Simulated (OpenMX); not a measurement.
The system is HgTe (Coloradoite).

```xyz
2
Lattice="0.0000 3.2145 3.2145 3.2145 0.0000 3.2145 3.2145 3.2145 0.0000" Properties=species:S:1:pos:R:3 pbc="T T T"
Hg    0.0000    0.0000    0.0000
Te    4.8217    4.8217    4.8217
```

Base run:

| Item | Value |
| --- | --- |
| Program | OpenMX 3.8.5 |
| Functional | PBE |
| Potentials or basis | OpenMX 2013 PBE set, Hg8.0-s3p2d2f2, Te7.0-s3p3d2f1, grid cutoff 500 Ry |
| k mesh | 7 × 7 × 7 |
| Occupations | fermi-dirac, width 0.05 eV |
| Spin | no spin polarisation |

Its results: pressure 5.8 GPa.

Problem. The run is repeated on the same cell with these changes: potentials or basis from OpenMX 2013 PBE set, Hg8.0-s3p2d2f2, Te7.0-s3p3d2f1, grid cutoff 500 Ry to OpenMX 2013 PBE set, Hg8.0-s3p2d2f1, Te7.0-s3p2d2f1, grid cutoff 700 Ry; k mesh from 7 × 7 × 7 to 5 × 5 × 5. What comes out?

Solution. Pressure 6.6 GPa.

Caveats: the basis of atomic orbitals isn't converged, which shifts pressures, moduli and gaps.

Not every run made on this cell is shown here.
